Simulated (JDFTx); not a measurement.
# CdS under changes of volume

One of the cells (45.635 Å³/atom); the others are scaled copies at fixed shape and fractional positions:

```
Cd S
1.0
     4.26117    0.00000    0.00000
    -2.13058    3.69028    0.00000
     0.00000    0.00000    5.80417
Cd S
1 1
Cartesian
  0.0000 0.0000 2.5695
  2.1306 1.2301 2.5208
```

Measurements of this composition are mostly on another form, of space group No. 186.

* Program: JDFTx 1.7.0 (patched build)
* Functional: PBEsol
* Potentials or basis: PseudoDojo-SR-PBEsol-0.4.1-standard with smoothed tails
* Cutoff: 1388 eV
* Density cutoff: 11102 eV
* k mesh: 7 × 7 × 5
* Occupations: fermi-dirac, width 0.05 eV
* Spin: no spin polarisation

| volume (Å³/atom) | energy over the lowest point (meV/atom) | pressure (GPa) | gap on the mesh (eV) | largest force (eV/Å) |
| --- | --- | --- | --- | --- |
| 42.897 | 0.00 | 0.3 | 1.52 | 0.001 |
| 43.810 | 0.13 | -0.4 | 1.49 | 0.007 |
| 44.722 | 3.84 | -1.0 | 1.46 | 0.012 |
| 45.635 | 10.73 | -1.5 | 1.42 | 0.017 |
| 46.548 | 20.44 | -2.0 | 1.38 | 0.021 |
| 47.460 | ? | ? | ? | ? |
| 48.373 | 47.15 | -2.7 | 1.23 | 0.028 |

Q: What does the run at 47.460 Å³/atom give?

A: Energy over the lowest point 32.68 meV/atom; pressure -2.4 GPa; gap on the mesh 1.31 eV; largest force 0.025 eV/Å.

Worked out: A Birch-Murnaghan fit of order 3 (a polynomial in V^(-2/3)) to the other rows has its minimum at 43.32 Å³/atom with B0 = V·E''(V) = 32 GPa and B' = 4.5 at fixed shape and positions, which overstates the stiffness. It gives 32.67 meV/atom at 47.460 Å³/atom, against the run's 32.68, and -dE/dV = -2.4 GPa, against -2.4. A parabola through the other rows of the gap, of slope -3.52 eV per unit of ln V there, gives 1.31 eV, against the run's 1.31.

Energies are extrapolated to zero smearing.

Caveats: an odd mesh through Γ misses points on the zone boundary, where band edges often lie. Spin-orbit coupling on Cd is left out.
